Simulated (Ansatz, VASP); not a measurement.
# SrO: VASP beside Ansatz

The input INCAR:

```
ALGO = Normal
EDIFF = 1E-6
ENCUT = 520
GGA = PE
ISIF = 2
ISMEAR = -1
LASPH = True
LCHARG = False
LREAL = False
LWAVE = False
NBANDS = 15
NELM = 80
PREC = Accurate
SIGMA = 0.02
```

KPOINTS

```
k-points
0
Gamma
  8 8 8
```

Contents of POSCAR:

```
SrO
1.0
    0.0000000000      2.4315488854      2.4315488854
    2.4315488854      0.0000000000      2.4315488854
    2.4315488854      2.4315488854      0.0000000000
Sr O
1 1
Direct
    0.5000000000      0.5000000000      0.5000000000
    0.0000000000      0.0000000000      0.0000000000
```

Input for Ansatz:

```yaml
crystal:
  lattice:
    - [0.0, 2.4315488854, 2.4315488854]
    - [2.4315488854, 0.0, 2.4315488854]
    - [2.4315488854, 2.4315488854, 0.0]
  atoms:
    - { symbol: Sr, position: [0.5, 0.5, 0.5] }
    - { symbol: O, position: [0.0, 0.0, 0.0] }
kpoints:
  mp_grid: { grid: [8, 8, 8] }
  band_path:
    path:
      - [0.0, 0.0, 0.0]
      - [0.5, 0.0, 0.5]
      - [0.625, 0.25, 0.625]
      - [0.375, 0.375, 0.75]
      - [0.5, 0.5, 0.5]
      - [0.5, 0.25, 0.75]
      - [0.0, 0.497396, 0.497396]
      - [0.0, 0.5, 0.5]
    npoints: 1
hamiltonian:
  xc: pbe
scf:
  occupations: { method: fermi_dirac, width: 0.02 }
  n_extra_bands: 4
output:
  forces: true
  stress: true
  eigenvalues: true
  write_density: true
  write_potential: true
  elf: true
  volumetric_format: npy
```

Change from the starting cell: hydrostatic strain -5.8%.

Alike in both runs: task single point; functional PBE; k mesh 8 × 8 × 8; occupations fermi-dirac, width 0.02 eV; no spin polarisation.

```csv
,VASP,Ansatz
version,VASP 6.6.1,Ansatz 0.2.0
potentials or method,"VASP PAW PBE potentials, release 64 (Sr_sv, O)","plane waves, PAW"
plane-wave cutoff (eV),520,420
valence electrons in the cell,16,16
```

Ansatz gave:

- gap on the k mesh at the Fermi level (eV): 3.08
- pressure (GPa): 26.1

Q: Which values does VASP return?

A: gap on the k mesh at the Fermi level (eV): 3.02; pressure (GPa): 27.4.

The functional is the same, so the differences come from potentials, cutoffs and numerics.

Caveats: so large a pressure means that the cell lies far from this level's equilibrium, or that cutoff or potentials fall short (VASP). A k mesh can miss the band edges.
